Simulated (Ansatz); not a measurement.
**TiSi (Pnma), clamped-ion strain scan**

Theory: DFT r2SCAN, scalar-relativistic, plane waves, PAW (Ansatz). The runs took a 500 eV cutoff, a Γ-centred 6×12×8 mesh and Gaussian smearing (0.15 eV). No spin polarisation. Energies are free energies at this smearing, counted from the undisturbed cell; pressure is positive in compression.

The starting cell (relaxed at this level; it needn't be the usual structure):

```yaml
crystal:
  lattice:
    - [6.50165, 0.00000, 0.00000]
    - [0.00000, 3.63548, 0.00000]
    - [0.00000, 0.00000, 4.98819]
  atoms:
    - { symbol: Ti, position: [0.67599, 0.25000, 0.37139] }
    - { symbol: Ti, position: [0.32401, 0.75000, 0.62861] }
    - { symbol: Ti, position: [0.82401, 0.75000, 0.87139] }
    - { symbol: Ti, position: [0.17599, 0.25000, 0.12861] }
    - { symbol: Si, position: [0.54389, 0.25000, 0.85535] }
    - { symbol: Si, position: [0.45611, 0.75000, 0.14465] }
    - { symbol: Si, position: [0.95611, 0.75000, 0.35535] }
    - { symbol: Si, position: [0.04389, 0.25000, 0.64465] }
```

The cell is strained by ε times the Voigt pattern (0, 0, 1, 0, 0, 0) (xx, yy, zz, yz, xz, xy; engineering shear) with fractional coordinates fixed. The cell is metallic on the mesh throughout.

| ε | ΔE (meV/atom) |
| --- | --- |
| -0.1000 | 221.0 |
| -0.0500 | 48.1 |
| 0.0000 | 0.0 |
| 0.0250 | 9.4 |
| 0.0750 | 74.0 |
| 0.1000 | 122.4 |

Task: Predict the pressure (GPa) at each point.

Result:
| ε | pressure (GPa) |
| --- | --- |
| -0.1000 | 24.3 |
| -0.0500 | 9.9 |
| 0.0000 | 0.0 |
| 0.0250 | -3.7 |
| 0.0750 | -9.0 |
| 0.1000 | -10.9 |